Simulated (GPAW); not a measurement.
Here is a GPAW 26.7.0 calculation.

run.py

```python
from ase.dft.bandgap import bandgap
from ase.io import read, write
from ase.units import GPa
from gpaw import GPAW, PW

atoms = read('POSCAR')

calc = GPAW(mode=PW(600),
            xc='MGGA_X_MS2+GGA_C_REGTPSS',
            kpts={'size': (6, 6, 3), 'gamma': True},
            occupations={'name': 'fermi-dirac', 'width': 0.05},
            nbands=31,
            convergence={'density': 1e-05, 'energy': 1e-05},
            maxiter=150,
            txt='gpaw.txt')
atoms.calc = calc
energy = atoms.get_potential_energy()
forces = atoms.get_forces()
stress = atoms.get_stress()
calc.write('gs.gpw')
write('result.traj', atoms)
print(f'Energy: {energy:.6f} eV')
print('Forces (eV/A):')
print(forces.round(4))
print('Stress (GPa):', (stress / GPa).round(3))
print('Fermi level:', round(calc.get_fermi_level(), 4), 'eV')
print(f'Gap: {bandgap(calc)[0]:.4f} eV, direct: {bandgap(calc, direct=True)[0]:.4f} eV')

path = atoms.cell.bandpath('GMKGALHA,LM,KH', npoints=80, eps=1e-4)
bs_calc = calc.fixed_density(kpts=path, symmetry='off', nbands=48,
                             convergence={'bands': 'CBM+6.0', 'eigenstates': 1e-6}, txt='bands.txt')
bs = bs_calc.band_structure()
bs.write('bs.json')
print(f'Gap on the path: {bandgap(bs_calc)[0]:.4f} eV')
```

Contents of POSCAR:

```
ZnS
1.0
    3.8110000000      0.0000000000      0.0000000000
   -1.9055000000      3.3004228138      0.0000000000
    0.0000000000      0.0000000000      6.2340000000
Zn S
2 2
Direct
    0.6666666667      0.3333333333      0.5000000000
    0.3333333333      0.6666666667      0.0000000000
    0.6666666667      0.3333333333      0.8850000000
    0.3333333333      0.6666666667      0.3850000000
```

Potentials or basis: GPAW PAW data sets (gpaw-data 1.2.1), pw.

Command:

```sh
$ OMP_NUM_THREADS=1 python run.py
```

(1) Estimate the band gap along the path.

(2) Predict the pressure.

(3) Estimate the largest force.

(4) What does it give for the band gap on the k mesh?

## Answers

(1) 2.62 eV, direct.

(2) 0.3 GPa.

(3) 0.331 eV/Å.

(4) 2.62 eV, direct.

Caveat: the PAW data sets were made with another functional, which shifts forces and pressure a little.

**Measured values to compare with.**

A printed reference work, monograph reports, for a bulk crystal of ZnS at 4 K: band gap 3.911 eV (direct).

A measured gap of ZnS is 3.911 eV (direct; 4 K; a printed reference work, monograph); the calculated 2.62 eV misses it by -1.29 eV. The value is that of MS2, without temperature or zero-point motion.
